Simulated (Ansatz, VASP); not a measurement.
# One calculation of Rb, two programs

INCAR

```
SYSTEM = Rb
PREC = Accurate
ENCUT = 600
EDIFF = 1E-6
ISMEAR = -1
SIGMA = 0.05
LREAL = .FALSE.
LASPH = .TRUE.
NELM = 80
ALGO = Normal
ISIF = 3
LWAVE = .FALSE.
LCHARG = .FALSE.
GGA = RE
IVDW = 13
IBRION = 2
NSW = 80
EDIFFG = -0.02
```

KPOINTS

```
Automatic mesh
0
G
  7 7 7
  0 0 0
```

POSCAR

```
Rb
1.0
   -2.8025000000      2.8025000000      2.8025000000
    2.8025000000     -2.8025000000      2.8025000000
    2.8025000000      2.8025000000     -2.8025000000
Rb
1
Direct
    0.0000000000      0.0000000000      0.0000000000
```

input.yaml

```yaml
crystal:
  lattice:
    - [-2.8025, 2.8025, 2.8025]
    - [2.8025, -2.8025, 2.8025]
    - [2.8025, 2.8025, -2.8025]
  atoms:
    - { symbol: Rb, position: [0.0, 0.0, 0.0] }
kpoints:
  mp_grid: { grid: [7, 7, 7] }
scf:
  occupations: { method: fermi_dirac, width: 0.05 }
hamiltonian:
  xc: revpbe
  dispersion: d4
  pseudopotentials: { kind: all_electron, lapw: { basis_error: 0.001 } }
output:
  forces: true
  stress: true
relax:
  f_tol: 0.02
  max_steps: 60
  cell: {}
```

Alike in both runs: task relaxation of cell and atoms; functional revPBE; dispersion D4; k mesh 7 × 7 × 7; occupations fermi-dirac, width 0.05 eV; no spin polarisation.

|  | VASP | Ansatz |
| --- | --- | --- |
| version | VASP 6.6.1 | Ansatz 0.2.0 |
| potentials or method | VASP PAW PBE potentials, release 64 (Rb_sv) | all-electron LAPW, scalar-relativistic |
| plane-wave cutoff (eV) | 600 | see its input |

Ansatz gave:

* relaxed volume (Å³/atom): 93.73
* relaxed cell length with the largest relative difference (Å): 4.956
* energy change over the relaxation (meV/atom): -4

Task: Estimate VASP's values.

Result: Relaxed volume (Å³/atom): 93.49; relaxed cell length with the largest relative difference (Å): 4.952; energy change over the relaxation (meV/atom): -4.

Ansatz ran all-electron here, so the differences hold the error of VASP's frozen core and of both bases.

Caveats: the PAW data sets were made with another functional, which shifts forces and pressure a little (VASP); pairwise dispersion overbinds metals, which lowers pressure and volume (VASP). Zero-point motion and thermal expansion aren't in these numbers.
